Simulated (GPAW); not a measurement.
Set up this calculation in GPAW 26.7.0, as an ASE script.

```yaml
Task: single point
Functional: GLLB-SC
Potentials_or_basis: the program's PAW data sets (release 1.2.1) made for this functional
Cutoff: 500 eV
Basis: pw
k_mesh: 7 × 7 × 7
Occupations: fermi-dirac, width 0.05 eV
Spin: no spin polarisation
Maxiter: 120
Convergence: default
```

The structure of AlPt lies in AlPt.cif:

```cif
data_AlPt
_cell_length_a 3.09154600
_cell_length_b 3.09154600
_cell_length_c 3.09154600
_cell_angle_alpha 90.00000000
_cell_angle_beta 90.00000000
_cell_angle_gamma 90.00000000
_space_group_name_H-M_alt 'P1'
_space_group_name_Hall 'P 1'
_space_group_IT_number 1
loop_
_space_group_symop_operation_xyz
'x,y,z'
loop_
_atom_site_label
_atom_site_type_symbol
_atom_site_symmetry_multiplicity
_atom_site_Wyckoff_symbol
_atom_site_fract_x
_atom_site_fract_y
_atom_site_fract_z
_atom_site_occupancy
Pt1 Pt 1 a 0.5000000000 0.5000000000 0.5000000000 1
Al1 Al 1 a 0.0000000000 0.0000000000 0.0000000000 1
```

Measurements of this composition are mostly on another form, of space group No. 198.

One way to write it, as run:

run.py

```python
from ase.dft.bandgap import bandgap
from ase.io import read, write
from gpaw import GPAW, PW

atoms = read('AlPt.cif')

calc = GPAW(mode=PW(500),
            xc='GLLBSC',
            kpts={'size': (7, 7, 7), 'gamma': True},
            occupations={'name': 'fermi-dirac', 'width': 0.05},
            nbands=20,
            maxiter=120,
            txt='gpaw.txt')
atoms.calc = calc
energy = atoms.get_potential_energy()
calc.write('gs.gpw')
write('result.traj', atoms)
print('Fermi level:', round(calc.get_fermi_level(), 4), 'eV')
print(f'Gap: {bandgap(calc)[0]:.4f} eV, direct: {bandgap(calc, direct=True)[0]:.4f} eV')
```

Potentials or basis: the program's PAW data sets (release 1.2.1) made for this functional, pw.

Launch:

```console
$ OMP_NUM_THREADS=1 python run.py
```

It gave:

```
Band gap on the k mesh, Kohn-Sham part alone : none (metal or under the smearing width)
```

Caveat: a model potential gives levels but no total energy.

Run time: 6.7 s on 1 thread of Arm Neoverse V1, on a shared host, peak memory 0.13 GiB.
